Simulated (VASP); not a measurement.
An input for Ansatz (written as the equivalent of a VASP run, and not itself run):

Ansatz 0.2 input:
```yaml
crystal:
  lattice:
    - [0.0000000, 2.9513819, 2.9513819]
    - [2.9513819, 0.0000000, 2.9513819]
    - [2.9513819, 2.9513819, 0.0000000]
  atoms:
    - { symbol: Li, position: [0.0000000, 0.0000000, 1.0000000] }
    - { symbol: I, position: [0.5000000, 0.5000000, 0.5000000] }
kpoints:
  mp_grid: { grid: [7, 7, 7] }
hamiltonian:
  xc: pbesol
  pseudopotentials: { kind: paw }
scf:
  occupations: { method: gaussian, width: 0.05 }
  max_iter: 100
relax:
  max_steps: 60
  f_tol: 0.01
  cell: {}
output: { forces: true, stress: true, eigenvalues: true }
```

Problem. Write the VASP files for the same calculation (PBEsol).

Solution. One answer among several that fit: 
**POSCAR**
```
LiI
1
    0.0000000000     2.9513818569     2.9513818569
    2.9513818569     0.0000000000     2.9513818569
    2.9513818569     2.9513818569     0.0000000000
Li I
1 1
Direct
  0.0000000000   0.0000000000   1.0000000000
  0.5000000000   0.5000000000   0.5000000000
```

### INCAR
```
ALGO = Normal
EDIFF = 1E-6
EDIFFG = -0.01
ENCUT = 520
GGA = PS
IBRION = 2
ISIF = 3
ISMEAR = 0
LASPH = .True.
LCHARG = .False.
LMAXMIX = 4
LREAL = .False.
LWAVE = .False.
NELM = 100
NSW = 60
PREC = Accurate
SIGMA = 0.05
SYSTEM = LiI
```

File KPOINTS:
```
Automatic mesh
0
Gamma
7 7 7
0 0 0
```

POTCAR, in this order: Li_sv I (PBE.64 set). Program: vasp_std.

The two are equivalent in intent, not identical: each code has its own PAW files, so the cut-off isn't converted (ENCUT is set for VASP's; basis.ecutwfc is left out, and Ansatz then takes the one that its files recommend); Ansatz stops its SCF on the density residual and VASP on the energy change (EDIFF).

The compound is LiI in the rock salt structure. It was relaxed first, which changed the volume by -6 %. The start is the result of an earlier pass.
